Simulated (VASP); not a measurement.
# CdSe (F-43m) in VASP: further runs

Aim: see how the results for CdSe move with the level of theory and the settings. Levels: PBE, LDA, r2SCAN, TB-mBJ. Tasks: band structure, RPA correlation energy, G0W0 quasiparticle levels.

Program: VASP 6.6.1. These are calculated values, not measurements. Logs are shortened: lines on timing, memory, paths and dates and some standing lists are left out, and cuts for length are marked.

## Step 1: The crystal as given

Symmetry: F-43m, No. 216, cubic system. Conventional cell: a = 6.141 Å, b = 6.141 Å, c = 6.141 Å, α = 90.00°, β = 90.00°, γ = 90.00°. Cd (site symmetry -43m) has 4 Se at 2.66 Å as nearest neighbours. Around Se (site symmetry -43m) lie 4 Cd at 2.66 Å.

Measurements of this composition are mostly on another form, of space group No. 186.

## Step 2: Band structure, PBE, spin-orbit coupling, no magnetisation

Input file INCAR:

```
  ALGO = Fast
  EDIFF = 1E-6
  ENCUT = 520
  GGA = PE
  GGA_COMPAT = F
  ISIF = 2
  ISMEAR = 0
  KPAR = 2
  LASPH = T
  LCHARG = F
  LNONCOLLINEAR = T
  LORBIT = 11
  LREAL = F
  LSORBIT = T
  LWAVE = F
  MAGMOM = 0 0 0 0 0 0
  NBANDS = 30
  NELM = 60
  PREC = Accurate
  SIGMA = 0.02
```

Input file KPOINTS:

```
k-points
0
Gamma
  6 6 6
```

Input file POSCAR:

```
CdSe
1.0
    0.0000000000      3.0702711986      3.0702711986
    3.0702711986      0.0000000000      3.0702711986
    3.0702711986      3.0702711986      0.0000000000
Cd Se
1 1
Direct
    0.0000000000      0.0000000000      0.0000000000
    0.2500000000      0.2500000000      0.2500000000
```

Input file KPOINTS_OPT:

```
path GXWKGLUWLK,UX
20
line-mode
reciprocal
 0.0000000000  0.0000000000  0.0000000000  G
 0.5000000000  0.0000000000  0.5000000000  X

 0.5000000000  0.0000000000  0.5000000000  X
 0.5000000000  0.2500000000  0.7500000000  W

 0.5000000000  0.2500000000  0.7500000000  W
 0.3750000000  0.3750000000  0.7500000000  K

 0.3750000000  0.3750000000  0.7500000000  K
 0.0000000000  0.0000000000  0.0000000000  G

 0.0000000000  0.0000000000  0.0000000000  G
 0.5000000000  0.5000000000  0.5000000000  L

 0.5000000000  0.5000000000  0.5000000000  L
 0.6250000000  0.2500000000  0.6250000000  U

 0.6250000000  0.2500000000  0.6250000000  U
 0.5000000000  0.2500000000  0.7500000000  W

 0.5000000000  0.2500000000  0.7500000000  W
 0.5000000000  0.5000000000  0.5000000000  L

 0.5000000000  0.5000000000  0.5000000000  L
 0.3750000000  0.3750000000  0.7500000000  K

 0.6250000000  0.2500000000  0.6250000000  U
 0.5000000000  0.0000000000  0.5000000000  X
```

Potentials or basis: VASP PAW PBE potentials, release 64 (Cd, Se).

The run is started by

```bash
$ cat potpaw_PBE.64/Cd/POTCAR potpaw_PBE.64/Se/POTCAR > POTCAR
$ mpirun -np 2 vasp_ncl > vasp.out
```

OUTCAR:

```text
EDIFF = 1E-6
   ENCUT = 520
   GGA = PE
   ISIF = 2
   ISMEAR = 0
   LASPH = T
   LNONCOLLINEAR = T
   LORBIT = 11
   LREAL = F
   LSORBIT = T
   NELM = 60
   PREC = Accurate

 ion  position               nearest neighbor table
   1  0.000  0.000  0.000-   2 2.66   2 2.66   2 2.66   2 2.66
   2  0.250  0.250  0.250-   1 2.66   1 2.66   1 2.66   1 2.66

  LATTYP: Found a face centered cubic cell.
 ALAT       =     6.1405423972

  Lattice vectors:

 A1 = (   0.0000000000,   3.0702711986,   3.0702711986)
 A2 = (   3.0702711986,   0.0000000000,   3.0702711986)
 A3 = (   3.0702711986,   3.0702711986,   0.0000000000)

Analysis of symmetry for initial positions (statically):
=====================================================================
 Subroutine PRICEL returns:
 Original cell was already a primitive cell.

 Routine SETGRP: Setting up the symmetry group for a
 face centered cubic supercell.

 Subroutine GETGRP returns: Found 24 space group operations
 (whereof 24 operations were pure point group operations)
 out of a pool of 48 trial point group operations.

The static configuration has the point symmetry T_d .

Analysis of symmetry for dynamics (positions and initial velocities):
=====================================================================
 Subroutine PRICEL returns:
 Original cell was already a primitive cell.

 Routine SETGRP: Setting up the symmetry group for a
 face centered cubic supercell.

 Subroutine GETGRP returns: Found 24 space group operations
 (whereof 24 operations were pure point group operations)
 out of a pool of 48 trial point group operations.

The dynamic configuration has the point symmetry T_d .

Analysis of structural, dynamic, and magnetic symmetry:
=====================================================================
 Subroutine PRICEL returns:
 Original cell was already a primitive cell.

 Routine SETGRP: Setting up the symmetry group for a
 face centered cubic supercell.

 Subroutine GETGRP returns: Found 24 space group operations
 (whereof 24 operations were pure point group operations)
 out of a pool of 48 trial point group operations.

The overall configuration has the point symmetry T_d .

 Subroutine INISYM returns: Found 24 space group operations
 (whereof 24 operations are pure point group operations),
 and found     1 'primitive' translations

----------------------------------------------------------------------------------------

                                     Primitive cell

  volume of cell :      57.8842

  direct lattice vectors                    reciprocal lattice vectors
     0.000000000  3.070271199  3.070271199    -0.162852063  0.162852063  0.162852063
     3.070271199  0.000000000  3.070271199     0.162852063 -0.162852063  0.162852063
     3.070271199  3.070271199  0.000000000     0.162852063  0.162852063 -0.162852063

  length of vectors
     4.342019169  4.342019169  4.342019169     0.282068048  0.282068048  0.282068048

  position of ions in fractional coordinates (direct lattice)
     0.000000000  0.000000000  0.000000000
     0.250000000  0.250000000  0.250000000

  ion indices of the primitive-cell ions
   primitive index   ion index
                 1           1
                 2           2

----------------------------------------------------------------------------------------

 KPOINTS: k-points

Automatic generation of k-mesh.
 Grid dimensions read from file:
 generate k-points for:    6    6    6

[... 74 lines left out ...]
   EFERMI =   0.00;   METHOD = LEGACY
   ISMEAR =     0;   SIGMA  =   0.02  broadening in eV -4-tet -1-fermi 0-gaus
   EFERMI_NEDOS =   21; number of points for ismear=-14 and -15
   IALGO  =     68    algorithm
   IMIX   =      4    mixing-type and parameters
     AMIX     =   0.40;   BMIX     =  1.00
     AMIX_MAG =   1.60;   BMIX_MAG =  1.00
  volume/ion in A,a.u.               =      28.94       195.31
  Fermi-wavevector in a.u.,A,eV,Ry     =   1.109121  2.095935 16.737199  1.230149
  Thomas-Fermi vector in A             =   2.245657
   LORBIT       =     11    0 simple, 1 ext, 2 COOP (PROOUT), +10 PAW based schemes
   GGA     = PE    functional components
   LHFCALC =     F    Hartree Fock is set to
   AEXX    =    0.0000 exact exchange contribution
   IVDW    =     0    specifies the selected vdW correction
   LEPSILON=     F    determine dielectric tensor
   LRPA    =     F    only Hartree local field effects (RPA)
 RMM-DIIS sequential band-by-band and
 Gauss-broadening in eV      SIGMA  =   0.02
  energy-cutoff  :      520.00
  volume of cell :       57.88
 maximum number of plane-waves:      3176
   NGX = 17   NGY = 17   NGZ = 17

 number of electron      18.0000008 magnetization       0.0000000      0.0000000     -0.0000000

 number of electron      18.0000008 magnetization      -0.0000000     -0.0000000     -0.0000000

 number of electron      18.0000008 magnetization       0.0000000      0.0000000      0.0000000

 number of electron      18.0000008 magnetization       0.0000000     -0.0000000     -0.0000000

 Free energy of the ion-electron system (eV)
  ---------------------------------------------------
  ext. energy  EPLUGINS =         0.00000000
  ---------------------------------------------------
  free energy    TOTEN  =        -5.53514889 eV

  energy without entropy =       -5.53514889  energy(sigma->0) =       -5.53514889

 E-fermi :   0.9960     XC(G=0):  -8.7551

 val. band max:        0.8404738500   @ k =   0.0000   0.0000   0.0000
 cond. band min:       1.2699078004   @ k =   0.0000   0.0000   0.0000
 fundamental gap:      0.4294339504
 Fermi energy:         0.9960472024

 k-point     1 :       0.0000    0.0000    0.0000
  band No.  band energies     occupation
      1     -11.7144      1.00000
      2     -11.7144      1.00000
      3      -7.4147      1.00000
      4      -7.4147      1.00000
      5      -7.4147      1.00000
      6      -7.4147      1.00000
[... 715 lines left out ...]
     29      13.4184      0.00000
     30      13.4984      0.00000

------------------------ aborting loop because EDIFF is reached ----------------------------------------

  FORCE on cell =-STRESS in cart. coord.  units (eV):
  Direction    XX          YY          ZZ          XY          YZ          ZX
  --------------------------------------------------------------------------------------
  -------------------------------------------------------------------------------------
  Total        0.5622149      0.5622149      0.5622149      0.0000000      0.0000000      0.0000000
  in kB       15.5615445     15.5615445     15.5615445      0.0000000      0.0000000      0.0000000
  external PRESSURE =      15.5615445 kB  Pullay stress =       0.0000000 kB

 VOLUME and BASIS-vectors are now :
 -----------------------------------------------------------------------------
  energy-cutoff  :      520.00
  volume of cell :       57.88
      direct lattice vectors                 reciprocal lattice vectors
     0.000000000  3.070271199  3.070271199    -0.162852063  0.162852063  0.162852063
     3.070271199  0.000000000  3.070271199     0.162852063 -0.162852063  0.162852063
     3.070271199  3.070271199  0.000000000     0.162852063  0.162852063 -0.162852063

 POSITION                                       TOTAL-FORCE (eV/Angst)
 -----------------------------------------------------------------------------------
      0.00000      0.00000      0.00000         0.000000     -0.000000     -0.000000
      1.53514      1.53514      1.53514        -0.000000      0.000000      0.000000
 -----------------------------------------------------------------------------------
    total drift:                                0.000000      0.000000      0.000000

  FREE ENERGIE OF THE ION-ELECTRON SYSTEM (eV)
  ---------------------------------------------------
  free  energy   TOTEN  =        -5.5351488920 eV

  energy  without entropy=       -5.5351488920  energy(sigma->0) =       -5.53514889

 Spin-Orbit-Coupling matrix elements

 Ion:    1  E_soc:     -0.0575940
 l=   1
     0.0000000    -0.0026479    -0.0026479
    -0.0026479     0.0000000    -0.0026479
    -0.0026479    -0.0026479     0.0000000
 l=   2
     0.0000000    -0.0014104     0.0000000    -0.0014104    -0.0055407
    -0.0014104     0.0000000    -0.0041555    -0.0014104    -0.0013852
     0.0000000    -0.0041555     0.0000000    -0.0041555     0.0000000
    -0.0014104    -0.0014104    -0.0041555     0.0000000    -0.0013852
    -0.0055407    -0.0013852     0.0000000    -0.0013852     0.0000000
 l=   3
     0.0000000     0.0000000     0.0000000     0.0000000     0.0000000     0.0000000     0.0000000
     0.0000000     0.0000000     0.0000000     0.0000000     0.0000000     0.0000000     0.0000000
     0.0000000     0.0000000     0.0000000     0.0000000     0.0000000     0.0000000     0.0000000
     0.0000000     0.0000000     0.0000000     0.0000000     0.0000000     0.0000000     0.0000000
     0.0000000     0.0000000     0.0000000     0.0000000     0.0000000     0.0000000     0.0000000
     0.0000000     0.0000000     0.0000000     0.0000000     0.0000000     0.0000000     0.0000000
     0.0000000     0.0000000     0.0000000     0.0000000     0.0000000     0.0000000     0.0000000

 Ion:    2  E_soc:     -0.0400318
 l=   1
     0.0000000    -0.0066650    -0.0066650
    -0.0066650     0.0000000    -0.0066650
    -0.0066650    -0.0066650     0.0000000
 l=   2
     0.0000000    -0.0000033     0.0000000    -0.0000033    -0.0000036
    -0.0000033     0.0000000    -0.0000027    -0.0000033    -0.0000009
     0.0000000    -0.0000027     0.0000000    -0.0000027     0.0000000
    -0.0000033    -0.0000033    -0.0000027     0.0000000    -0.0000009
    -0.0000036    -0.0000009     0.0000000    -0.0000009     0.0000000
 l=   3
     0.0000000     0.0000000     0.0000000     0.0000000     0.0000000     0.0000000     0.0000000
     0.0000000     0.0000000     0.0000000     0.0000000     0.0000000     0.0000000     0.0000000
     0.0000000     0.0000000     0.0000000     0.0000000     0.0000000     0.0000000     0.0000000
     0.0000000     0.0000000     0.0000000     0.0000000     0.0000000     0.0000000     0.0000000
     0.0000000     0.0000000     0.0000000     0.0000000     0.0000000     0.0000000     0.0000000
     0.0000000     0.0000000     0.0000000     0.0000000     0.0000000     0.0000000     0.0000000
     0.0000000     0.0000000     0.0000000     0.0000000     0.0000000     0.0000000     0.0000000

 total charge

# of ion       s       p       d       tot
------------------------------------------
    1        0.440   0.300   9.554  10.295
    2        1.444   2.383   0.020   3.847
--------------------------------------------------
tot          1.884   2.683   9.575  14.142

 magnetization (x)

# of ion       s       p       d       tot
------------------------------------------
    1        0.000  -0.000  -0.000  -0.000
    2       -0.000   0.000  -0.000   0.000
--------------------------------------------------
tot         -0.000  -0.000  -0.000  -0.000

 magnetization (y)

# of ion       s       p       d       tot
------------------------------------------
    1        0.000  -0.000   0.000  -0.000
    2        0.000   0.000   0.000   0.000
--------------------------------------------------
tot          0.000  -0.000   0.000  -0.000

 magnetization (z)

# of ion       s       p       d       tot
------------------------------------------
    1        0.000  -0.000  -0.000   0.000
    2       -0.000   0.000  -0.000   0.000
--------------------------------------------------
tot          0.000   0.000  -0.000   0.000
```

It took 72 s on 2 MPI ranks of Intel Xeon 6975P-C (Granite Rapids), shared host; peak memory 0.32 GiB.

Results:

* Free energy: -5.5351 eV
* Pressure: 1.6 GPa
* Valence electrons inside the program's atomic spheres: Cd 10.29; Se 3.85

## Step 3: Band structure, LDA, spin-orbit coupling, no magnetisation

INCAR: that of step 2 with these lines changed.

```diff
@@ -3,3 +3,3 @@
   ENCUT = 520
-  GGA = PE
+  GGA = CA
   GGA_COMPAT = F
```

KPOINTS is that of step 2.

POSCAR is that of step 2.

KPOINTS_OPT is that of step 2.

Potentials or basis: VASP PAW LDA potentials, release 64 (Cd, Se).

The run is started by

```bash
$ cat potpaw_LDA.64/Cd/POTCAR potpaw_LDA.64/Se/POTCAR > POTCAR
$ mpirun -np 2 vasp_ncl > vasp.out
```

Run time: 70 s. Hardware: 2 MPI ranks of Intel Xeon 6975P-C (Granite Rapids), shared host; peak memory 0.31 GiB.

Results (log left out):

| Quantity | Value |
| --- | --- |
| Free energy | -6.7782 eV |
| Pressure | -2.9 GPa |
| Valence electrons inside the program's atomic spheres | Cd 10.30; Se 3.83 |

(Part 1 of 4 ends here.)
